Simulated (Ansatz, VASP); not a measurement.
# Si31O64 (V_Si): VASP beside Ansatz, part 2 of 3

One calculation is typed for both programs; each brings its own data sets. How far apart do they land? Of the first pair: The structure shown is the start of the Ansatz relaxation below; VASP solves that cell, so the two are compared at the walk's first step.

VASP 6.6.1 and Ansatz 0.2.0.

So far: Set-up; Ansatz: relaxation, r2SCAN.

**3. VASP: single point, r2SCAN, start cell, pair 1**

Level of this step: r2SCAN; plane waves and PAW (Si, O) (VASP).

The same cell, functional and mesh now go to VASP, with its own data sets.

Lines of VASP's logs that name or quote its potential files are left out, and so is its time.

INCAR

```
SYSTEM = Si31O64
PREC = Accurate
ENCUT = 580
EDIFF = 1E-06
NELM = 120
ISMEAR = 0
SIGMA = 0.01
LREAL = Auto
ALGO = Normal
METAGGA = R2SCAN
LASPH = .TRUE.
NELECT = 510
NBANDS = 328
LORBIT = 11
LWAVE = .FALSE.
LCHARG = .FALSE.
ISIF = 2
ISYM = 0
GGA_COMPAT = .FALSE.
EFERMI = MIDGAP
LMIXTAU = .TRUE.
NCORE = 2
```

POSCAR

```
Si31O64
1.0
    0.0000000000      8.3695907132      5.3368094992
    8.3695907132      0.0000000000      5.3368094992
    8.3695907132      8.3695907132      0.0000000000
Si O
31 64
Direct
    0.9963260959      0.9952934289      0.0023736016
    0.2445575529      0.2465396092      0.2553170698
[... 1 atom line left out ...]
    0.3693644789      0.3717427314      0.3788519171
[... 1 atom line left out ...]
    0.2541267698      0.2488835026      0.7515163122
[... 1 atom line left out ...]
    0.3743897838      0.3789410219      0.8765611120
[... 1 atom line left out ...]
    0.2562356159      0.7497444554      0.2468085764
[... 1 atom line left out ...]
    0.3808364156      0.8767389206      0.3698048302
[... 2 atom lines left out ...]
    0.1281972187      0.6228927351      0.6212040621
[... 2 atom lines left out ...]
    0.7450421673      0.2472091020      0.2559871885
[... 1 atom line left out ...]
    0.8767909096      0.3779926836      0.3690261628
[... 2 atom lines left out ...]
    0.6309092080      0.1264865732      0.6226567499
[... 2 atom lines left out ...]
    0.7443793043      0.7518266219      0.2508712743
    0.6206117378      0.6271279465      0.1286182084
[... 2 atom lines left out ...]
    0.6209622102      0.6273774581      0.6231853661
[... 10 atom lines left out ...]
    0.2492266259      0.2460378201      0.9086971402
[... 1 atom line left out ...]
    0.2494853532      0.2556188669      0.5961690214
[... 1 atom line left out ...]
    0.2805241903      0.4775141097      0.6225027628
    0.2200371111      0.0326016613      0.8761284380
    0.4717223932      0.2822923417      0.6260878002
    0.0026885986      0.4950245014      0.1556431580
    0.2546688405      0.7539924207      0.4002955643
    0.0006751451      0.4970460122      0.3517614437
[... 3 atom lines left out ...]
    0.2220602524      0.5241689321      0.3735741306
    0.4679721506      0.7728234973      0.1300807497
[... 2 atom lines left out ...]
    0.9973854977      0.5053881164      0.8460809562
    0.2548906156      0.7496919914      0.5920457810
[... 2 atom lines left out ...]
    0.2189124013      0.5328373099      0.8755136362
    0.4776919348      0.7798260638      0.6196868158
    0.5034032939      0.9951513201      0.1531452983
    0.7549136094      0.2466353499      0.4027507654
    0.5004151762      0.9938303090      0.3493037938
[... 1 atom line left out ...]
    0.5231012735      0.2237996606      0.3744696182
    0.7835802419      0.4710585082      0.1244612932
[... 2 atom lines left out ...]
    0.5012648957      0.9961795044      0.6574998913
[... 1 atom line left out ...]
    0.5005172793      0.0015158175      0.8418385640
    0.7465766667      0.2513480298      0.6013442038
    0.5284910586      0.2268574320      0.8749780479
    0.7822901218      0.4758544683      0.6230089427
[... 2 atom lines left out ...]
    0.5032061449      0.5053344449      0.1501536414
    0.7443344769      0.7511719678      0.4038661137
    0.5015374668      0.4943354420      0.3502010762
    0.7540780720      0.7550936534      0.0930590513
    0.5339467033      0.7233977833      0.3699356082
[... 1 atom line left out ...]
    0.7252177008      0.5315790803      0.3686970811
    0.9721279618      0.7728717428      0.1251378800
    0.5019845762      0.5008790263      0.6556038092
[... 1 atom line left out ...]
    0.4980869275      0.5012200556      0.8512054557
[... 4 atom lines left out ...]
    0.9755355665      0.7733310552      0.6261397673
```

KPOINTS

```
Points of the shifted mesh
1
Reciprocal
 0.2500000000  0.2500000000  0.2500000000 1
```

PAW data sets: Si and O (PBE family, release 64).

Command:

```console
$ mpirun -np 8 vasp_std
```

Numbers of over 12 decimals in the logs are rounded to 6 here.

Output:

```text
[banner, memory and clock lines left out]
running    8 mpi-ranks, on    1 nodes
[...]
|                                                                             |
|               ----> ADVICE to this user running VASP <----                  |
|                                                                             |
|     You enforced a specific xc type in the INCAR file but a different       |
|     [... a line on the potential file left out ...]
|     I HOPE YOU KNOW WHAT YOU ARE DOING!                                     |
|                                                                             |

 LDA part: xc-table for (None), standard interpolation
 POSCAR, INCAR and KPOINTS ok, starting setup
[...]
entering main loop
       N       E                     dE             d eps       ncg     rms          rms(c)
DAV:   1     0.282427422182E+04    0.28243E+04   -0.31291E+05   656   0.171E+03
DAV:   2    -0.928948361727E+03   -0.37532E+04   -0.36668E+04   768   0.369E+02
DAV:   3    -0.112236656330E+04   -0.19342E+03   -0.19188E+03   792   0.840E+01
DAV:   4    -0.112480683981E+04   -0.24403E+01   -0.24299E+01   776   0.102E+01
DAV:   5    -0.112484402542E+04   -0.37186E-01   -0.37118E-01   768   0.115E+00BRMIX: very serious problems
 the old and the new charge density differ
 old charge density:   508.00000 new  510.00000
    0.712E+01
DAV:   6    -0.967817211568E+03    0.15703E+03   -0.19088E+02   752   0.230E+01    0.384E+01
DAV:   7    -0.896236767317E+03    0.71580E+02   -0.65689E+01   760   0.149E+01    0.174E+01
DAV:   8    -0.894211216744E+03    0.20256E+01   -0.25063E+01   760   0.109E+01    0.108E+01
DAV:   9    -0.881634138639E+03    0.12577E+02   -0.10578E+01   736   0.625E+00    0.565E+00
[...]
DAV:  25    -0.896292681264E+03    0.37549E-05   -0.11072E-05   648   0.639E-03    0.125E-02
DAV:  26    -0.896292684292E+03   -0.30283E-05   -0.39548E-06   480   0.389E-03    0.101E-02
DAV:  27    -0.896292684178E+03    0.11436E-06   -0.25090E-06   392   0.216E-03
   1 F= -.89629268E+03 E0= -.89629238E+03  d E =-.611830E-03
```

Parts of OUTCAR (step 3):

```text
  Total       34.8626281     35.3292367     33.8005407      6.0461768      0.9085062     -1.7129018
  in kB       74.7051543     75.7050235     72.4292673     12.9560104      1.9467867     -3.6704803
  external PRESSURE =      74.2798151 kB  Pullay stress =       0.0000000 kB

 POSITION                                       TOTAL-FORCE (eV/Angst)
 -----------------------------------------------------------------------------------
      8.35006      8.35871     10.62889        -0.310580      0.078823      2.153243
      4.20033      4.18375      2.62089        -0.936163     -0.023234      2.064362
      2.05083      2.10286      1.30845         1.265068      0.258950      2.049232
      6.28217      6.26226      3.95515         1.961247      1.988731      3.471702
     12.57596      4.22884      5.34652        -1.764119     -0.055334     -1.184029
      8.37294      8.41682      2.68447         0.427563     -1.260609      4.623339
      6.26235      6.24968      1.29518         0.609308      1.676358      2.473466
     10.50804     10.46995      4.02038        -1.403377     -0.950986      1.218022
      4.16416      8.34468      7.96708        -0.329401      0.210207      1.370326
      8.34074      4.21027      5.36872         1.445051      0.748638     -1.767332
      6.32574      2.08169      4.00789        -0.745789      0.635966     -1.528622
     10.43306      6.28256      6.71144        -1.700604      2.700407     -1.988727
      8.33264      4.21842      2.67043         1.748448     -0.581661     -0.008220
     12.54318      8.41805      5.33173        -0.662266     -2.390810      0.647983
[...]
-----------------------------------------------------------------------------------
    total drift:                                0.004457      0.019396      0.009451

  FREE ENERGIE OF THE ION-ELECTRON SYSTEM (eV)
  ---------------------------------------------------
  free  energy   TOTEN  =      -896.2926841777 eV

  energy  without entropy=     -896.2920723481  energy(sigma->0) =     -896.29237826

[... 3 further parts left out ...]
[key lines of the parts left out:]
E-fermi :   8.4668
```

The run ends at a pressure of 7.43 GPa, with forces up to 4.9 eV/Å.

**4. Differences**

Known differences besides the potentials themselves: VASP keeps PBE cores, Ansatz makes them for the functional; fixed occupations in Ansatz, narrow Gaussian smearing in VASP; the cutoff is 500 eV in Ansatz and 580 eV in VASP (PREC = Accurate, projectors in real space). Total energies have different zeros and are not compared.

Forces on 9 of the 95 atoms, those with the largest forces and the largest differences (eV/Å; atoms numbered as in POSCAR):

| atom | Ansatz x, y, z | VASP x, y, z |
| --- | --- | --- |
| Si4 | 1.967, 1.978, 3.457 | 1.961, 1.989, 3.472 |
| Si6 | 0.399, -1.232, 4.620 | 0.428, -1.261, 4.623 |
| Si12 | -1.721, 2.718, -1.959 | -1.701, 2.700, -1.989 |
| Si20 | 3.406, -1.459, -0.762 | 3.393, -1.407, -0.817 |
| Si23 | 2.420, -2.742, -1.016 | 2.397, -2.740, -0.992 |
| Si26 | -0.626, 1.268, -4.746 | -0.643, 1.281, -4.712 |
| Si27 | 0.340, 1.946, -1.334 | 0.335, 1.958, -1.281 |
| O47 | -2.053, 1.823, -1.927 | -2.069, 1.840, -1.897 |
| O88 | 1.422, 0.996, -0.679 | 1.380, 0.956, -0.695 |

The forces differ by 18 meV/Å r.m.s., which is 1.5 % of the r.m.s. force of 1.244 eV/Å (both taken over all components). The cell carries a charge of -2 e against a uniform background, so its pressure also hangs on how the neutralising background is counted, and in a defect's cell a gap may be the spacing between its levels.

**5. Ansatz: relaxation, r2SCAN**

This run makes the geometry at which the two programs are then compared.

The structure compared here is the end of the Ansatz relaxation.

input.yaml

```yaml
crystal:
  lattice:
    - [0.0, 8.36959071, 5.3368095]
    - [8.36959071, 0.0, 5.3368095]
    - [8.36959071, 8.36959071, 0.0]
  atoms:
    - { symbol: Si, position: [0.0, 0.0, 0.0] }
    - { symbol: Si, position: [0.25, 0.25, 0.25] }
[... 1 atom line left out ...]
    - { symbol: Si, position: [0.375, 0.375, 0.375] }
[... 1 atom line left out ...]
    - { symbol: O, position: [0.25, 0.25, 0.40305167] }
[... 1 atom line left out ...]
    - { symbol: O, position: [0.25, 0.25, 0.09694833] }
[... 1 atom line left out ...]
    - { symbol: O, position: [0.27805167, 0.47194833, 0.125] }
[... 1 atom line left out ...]
    - { symbol: O, position: [0.47194833, 0.27805167, 0.125] }
[... 1 atom line left out ...]
    - { symbol: Si, position: [0.25, 0.25, 0.75] }
    - { symbol: Si, position: [0.125, 0.125, 0.625] }
[... 2 atom lines left out ...]
    - { symbol: O, position: [0.25, 0.25, 0.90305167] }
[... 1 atom line left out ...]
    - { symbol: O, position: [0.25, 0.25, 0.59694833] }
[... 1 atom line left out ...]
    - { symbol: O, position: [0.27805167, 0.47194833, 0.625] }
    - { symbol: O, position: [0.22194833, 0.02805167, 0.875] }
[... 2 atom lines left out ...]
    - { symbol: Si, position: [0.25, 0.75, 0.25] }
    - { symbol: Si, position: [0.125, 0.625, 0.125] }
[... 2 atom lines left out ...]
    - { symbol: O, position: [0.25, 0.75, 0.40305167] }
[... 10 atom lines left out ...]
    - { symbol: O, position: [0.0, 0.5, 0.65305167] }
[... 1 atom line left out ...]
    - { symbol: O, position: [0.0, 0.5, 0.84694833] }
    - { symbol: O, position: [0.25, 0.75, 0.59694833] }
    - { symbol: O, position: [0.02805167, 0.72194833, 0.875] }
    - { symbol: O, position: [0.27805167, 0.97194833, 0.625] }
    - { symbol: O, position: [0.22194833, 0.52805167, 0.875] }
[... 1 atom line left out ...]
    - { symbol: Si, position: [0.5, 0.0, 0.0] }
[... 4 atom lines left out ...]
    - { symbol: O, position: [0.75, 0.25, 0.40305167] }
    - { symbol: O, position: [0.5, 0.0, 0.34694833] }
[... 2 atom lines left out ...]
    - { symbol: O, position: [0.77805167, 0.47194833, 0.125] }
    - { symbol: O, position: [0.72194833, 0.02805167, 0.375] }
[... 2 atom lines left out ...]
    - { symbol: Si, position: [0.75, 0.25, 0.75] }
    - { symbol: Si, position: [0.625, 0.125, 0.625] }
    - { symbol: Si, position: [0.875, 0.375, 0.875] }
    - { symbol: O, position: [0.5, 0.0, 0.65305167] }
[... 2 atom lines left out ...]
    - { symbol: O, position: [0.75, 0.25, 0.59694833] }
    - { symbol: O, position: [0.52805167, 0.22194833, 0.875] }
[... 4 atom lines left out ...]
    - { symbol: Si, position: [0.75, 0.75, 0.25] }
    - { symbol: Si, position: [0.625, 0.625, 0.125] }
    - { symbol: Si, position: [0.875, 0.875, 0.375] }
    - { symbol: O, position: [0.5, 0.5, 0.15305167] }
[... 2 atom lines left out ...]
    - { symbol: O, position: [0.75, 0.75, 0.09694833] }
    - { symbol: O, position: [0.52805167, 0.72194833, 0.375] }
    - { symbol: O, position: [0.77805167, 0.97194833, 0.125] }
    - { symbol: O, position: [0.72194833, 0.52805167, 0.375] }
    - { symbol: O, position: [0.97194833, 0.77805167, 0.125] }
    - { symbol: Si, position: [0.75, 0.75, 0.75] }
    - { symbol: Si, position: [0.625, 0.625, 0.625] }
    - { symbol: Si, position: [0.875, 0.875, 0.875] }
    - { symbol: O, position: [0.5, 0.5, 0.65305167] }
[... 1 atom line left out ...]
    - { symbol: O, position: [0.5, 0.5, 0.84694833] }
[... 4 atom lines left out ...]
    - { symbol: O, position: [0.97194833, 0.77805167, 0.625] }
  host:
    repeats: [2, 2, 2]
    atoms:
      - { symbol: Si, position: [0.0, 0.0, 0.0] }
      - { symbol: Si, position: [0.5, 0.5, 0.5] }
      # ... 10 more atoms of the perfect host
total_charge: -2
basis:
  ecutwfc: 500
  xc_grid: 2
hamiltonian:
  xc: r2scan
  pseudopotentials: { kind: paw, azcp: { folder: soft_1 } }
kpoints:
  mp_grid: { grid: [1, 1, 1], shift: [0.25, 0.25, 0.25] }
scf:
  occupations: { method: fixed }
  max_iter: 80
output:
  forces: true
  charged_corrections:
    epsilon: [3.41, 3.41, 3.58]
    static_epsilon: [11.6, 11.6, 9.01]
    defect_position: [0.5, 0.5, 0.5]
relax:
  f_tol: 0.02
  max_steps: 80
  random_displacement: { amplitude: 0.05, seed: 6319 }
checkpoint:
  write: "../qm2.relax.run"
  compress: false
  write_wavefunctions: true
  write_every: 100000
```

Command:

```console
$ ansatz run input.yaml --threads 4 --pin off --max-ram 15073MiB --backend cpu --events-out ev --progress --plain --runs-dir out
```

Output:

```text
[...]
Crystal: 95 atoms, lattice volume = 747.688 Å³
Basis set: ecut = 500 eV, 18959 PW (Γ), exchange–correlation on 150×150×180 points (8 copies of the dense FFT grid, shifted against one another)
Bands: 350, of which v1, the nominal top of the filled ones, is band 255 counted from 1 (254 counted from 0)
Symmetry: 1 space group operations
k-points: 1
[...]
SCF iter   1: F=—  HF=-56283.170171 eV  |F-HF|=—  |Δ(HF+E_count)|=         —  Δρ=1.38e-1  dr2=1.20e2  dr2_τ=1.68e1  ethr=3.10e-3  ⟨swp⟩=6.0  Hψ=1315  notcnv=0  defer=93
[...]
- { symbol: Si, position: [0.126585, 0.126098, 0.623917] }
    - { symbol: Si, position: [0.379011, 0.378545, 0.869648] }
[...]
- { symbol: Si, position: [0.874912, 0.874415, 0.375177] }
[...]
- { symbol: Si, position: [0.751166, 0.750723, 0.749046] }
    - { symbol: Si, position: [0.622665, 0.622179, 0.626133] }
    - { symbol: Si, position: [0.874877, 0.874415, 0.875503] }
[...]
- { symbol: O, position: [0.529027, 0.723234, 0.874022] }
    - { symbol: O, position: [0.778730, 0.972571, 0.624423] }
    - { symbol: O, position: [0.723733, 0.528545, 0.874013] }
    - { symbol: O, position: [0.973068, 0.778217, 0.624442] }
```

(Part 2 of 3 ends here.)

[Lines on the potential files, build, host, timing and source positions are cut from VASP's logs without a mark.]

[Logs are printed without paths, hosts, clocks, repeated set-up lines and the standing remarks that a program may print on its own settings, such as how far it seeks lower states.]

[Hosts, paths, dates, database ids (printed as entryN), source tags and the programs' standing remarks are cut or masked in the printed files.]
